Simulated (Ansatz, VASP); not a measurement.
Two plane-wave programs on AlRu

```
Ru Al
1.0
     2.69287    0.00000    0.00000
     0.00000    2.69287    0.00000
     0.00000    0.00000    2.69287
Ru Al
1 1
Direct
  0.00000 0.00000 0.00000
  0.50000 0.50000 0.50000
```

Change from the starting cell: volume scaled by 0.72, PAW files.

Alike in both runs: task single point; functional PBE; k mesh 13 × 13 × 13; occupations fermi-dirac, width 0.1 eV; no spin polarisation.

|  | VASP | Ansatz |
| --- | --- | --- |
| version | VASP 6.6.1 | Ansatz 0.2.0 |
| potentials or method | VASP PAW PBE potentials, release 64 (Ru_pv, Al) | PAW with Ansatz's default frozen-core files, scalar-relativistic |
| plane-wave cutoff (eV) | 520 | 420 |
| valence electrons in the cell | 17 | 19 |

Ansatz gave:

| Quantity | Value |
| --- | --- |
| pressure (GPa) | 135.8 |

Question: What did VASP give for the same quantities?

Answer: Pressure (GPa): 136.5.

The functional is the same, so the differences come from potentials, cutoffs and numerics. The two sets of potentials don't hold the same shells in valence.

Caveats: the cell as given lies far from equilibrium; so large a pressure means that the cell lies far from this level's equilibrium, or that cutoff or potentials fall short (VASP).
